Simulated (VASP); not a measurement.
**V under changes of volume**

One of the cells (14.149 Å³/atom); the others are scaled copies at fixed shape and fractional positions:

```
CELL_PARAMETERS angstrom
2.62154 0.00000 0.00000
-1.31077 2.27032 0.00000
0.00000 0.00000 4.75462
ATOMIC_POSITIONS crystal
V 0.33333 0.66667 0.25000
V 0.66667 0.33333 0.75000
```

This isn't the form of V at room conditions, which is bcc.

* Program: VASP 6.6.1
* Functional: PBE
* Potentials or basis: VASP PAW PBE potentials, release 64 (V_sv)
* Cutoff: 520 eV
* k mesh: 12 × 12 × 6
* Occupations: fermi-dirac, width 0.05 eV
* Spin: collinear spin, ferromagnetic start
* Starting moments: [2.0, 2.0] μB

| volume (Å³/atom) | energy over the lowest point (meV/atom) | pressure (GPa) |
| --- | --- | --- |
| 13.039 | 25.11 | 11.7 |
| 13.317 | ? | ? |
| 13.594 | 0.00 | 3.3 |
| 14.149 | 1.32 | -3.6 |
| 14.427 | 10.35 | -6.5 |
| 14.704 | 24.26 | -9.2 |

Problem. What does the run at 13.317 Å³/atom give?

Solution. Energy over the lowest point 8.91 meV/atom; pressure 7.3 GPa.

Worked out: A Birch-Murnaghan fit of order 3 (a polynomial in V^(-2/3)) to the other rows has its minimum at 13.84 Å³/atom with B0 = V·E''(V) = 174 GPa and B' = 4.0 at fixed shape and positions, which overstates the stiffness. It gives 8.89 meV/atom at 13.317 Å³/atom, against the run's 8.91, and -dE/dV = 7.2 GPa, against 7.3.

Energies are extrapolated to zero smearing.
